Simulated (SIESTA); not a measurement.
Crystal: Sb.

```
Sb
1.0
     2.15420    1.24373    3.75800
    -2.15420    1.24373    3.75800
     0.00000   -2.48746    3.75800
Sb
2
Direct
  0.76651 0.76651 0.76651
  0.23349 0.23349 0.23349
```

* Program: SIESTA 5.4.2
* Task: single point
* Functional: PBEsol
* Potentials or basis: PseudoDojo 0.4 standard (PBEsol files)
* Basis: DZP (energy shift 0.003 Ry; two zetas on semicore shells)
* Grid cutoff: 500 Ry
* Energy shift: 0.003 Ry
* k mesh: 8 × 8 × 8
* Occupations: fermi-dirac, width 0.05 eV
* Spin: no spin polarisation

On this cell: pressure 0.9 GPa; largest force 0.325 eV/Å; band gap on the k mesh none (metal or under the smearing width).

The same run follows on a disturbed copy (atoms moved at random, drawn with an rms of 0.05 Å):

```
Sb
1.0
     2.15420    1.24373    3.75800
    -2.15420    1.24373    3.75800
     0.00000   -2.48746    3.75800
Sb
2
Direct
  0.76764 0.75507 0.76479
  0.25004 0.22744 0.22232
```

Q: What changes?

A: The energy (extrapolated to zero smearing) moves by -3.0 meV/atom; pressure 0.4 GPa; largest force 0.181 eV/Å; band gap on the k mesh none (metal or under the smearing width).

Forces in eV/Å, atoms in the order of the input:
```
Sb   0.057  0.103 -0.137
Sb  -0.057 -0.103  0.137
```

Stress tensor (GPa, compression positive):
```
 0.89  0.15 -0.26
 0.15  0.60 -0.47
-0.26 -0.47 -0.25
```

Caveats: the basis of atomic orbitals isn't converged, which shifts pressures, moduli and gaps.
